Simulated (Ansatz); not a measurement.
## Ir in Ansatz: the effect of functional

Ir:

```
CELL_PARAMETERS angstrom
2.80534 0.00000 0.00000
-1.40267 2.42950 0.00000
0.00000 0.00000 4.54981
ATOMIC_POSITIONS crystal
Ir 0.33333 0.66667 0.25000
Ir 0.66667 0.33333 0.75000
```

This isn't the form of Ir at room conditions, which is fcc.

The cell isn't the ideal one: volume scaled by 1.06.

Alike in all runs:

```yaml
Program: Ansatz 0.2.0
Task: single point
Potentials_or_basis: Ansatz PAW
k_mesh: 11 × 11 × 6
Occupations: fermi-dirac, width 0.05 eV
Spin: no spin polarisation
```

```tsv
functional	cutoff	pressure (GPa)
LDA	420 eV (not typed: the program's choice for these potentials)	-33.1
PBEsol	420 eV (not typed: the program's choice for these potentials)	?
r2SCAN	500 eV (not typed: the program's choice for these potentials)	-25.0
```

**Question.** What does the run with functional PBEsol give?

**Answer.** Pressure -28.2 GPa.

Caveats: the PAW data sets come from PBE, with cores solved anew for the run's functional, which leaves a small shift of forces and pressure.
